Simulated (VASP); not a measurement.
P, 2 atoms in the cell. It takes space group R-3m (No. 166, trigonal). Conventional cell: a = 3.440 Å, b = 3.440 Å, c = 8.817 Å, α = 90.00°, β = 90.00°, γ = 120.00°. P (site symmetry 3m) is surrounded by 6 P at 2.31 to 2.65 Å. This isn't the form of P at room conditions, which is orthorhombic.

* Program: VASP 6.6.1
* Task: single point
* Functional: PBEsol
* Potentials or basis: VASP PAW PBE potentials, release 64 (P)
* Cutoff: 520 eV
* k mesh: 12 × 12 × 12
* Occupations: fermi-dirac, width 0.1 eV
* Spin: no spin polarisation
* Dipole correction: no
* Further INCAR settings: ALGO = Fast; EDIFF = 1e-06; NBANDS = 12

Potentials or basis: VASP PAW PBE potentials, release 64 (P).

Launch:

```console
$ cat potpaw_PBE.64/P/POTCAR > POTCAR
$ mpirun -np 1 vasp_std > vasp.out
```

Hardware: 1 thread of Intel(R) Xeon(R) 6975P-C (Granite Rapids), on a shared host.

Q: Estimate the wall time of this run.

A: It took 24 s on 1 thread of Intel(R) Xeon(R) 6975P-C (Granite Rapids), on a shared host, peak memory 0.18 GiB. Counts: scf iterations 11, k points 189.
